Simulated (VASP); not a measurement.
The system is LiF (Griceite).

```
F Li
1.0
     0.00000    2.01400    2.01400
     2.01400    0.00000    2.01400
     2.01400    2.01400    0.00000
F Li
1 1
Direct
  0.50000 0.50000 0.50000
  0.00000 0.00000 0.00000
```

Base run:

- Program: VASP 6.6.1
- Functional: HSE03
- Potentials or basis: VASP PAW PBE potentials, release 64 (F, Li_sv)
- Cutoff: 520 eV
- k mesh: 8 × 8 × 8
- Occupations: gaussian, width 0.02 eV
- Spin: no spin polarisation

Its results: band gap on the k mesh 11.10 eV, direct.

Problem. The run is repeated on the same cell with these changes: functional from HSE03 to HSE06. What comes out?

Solution. Band gap on the k mesh 11.41 eV, direct.
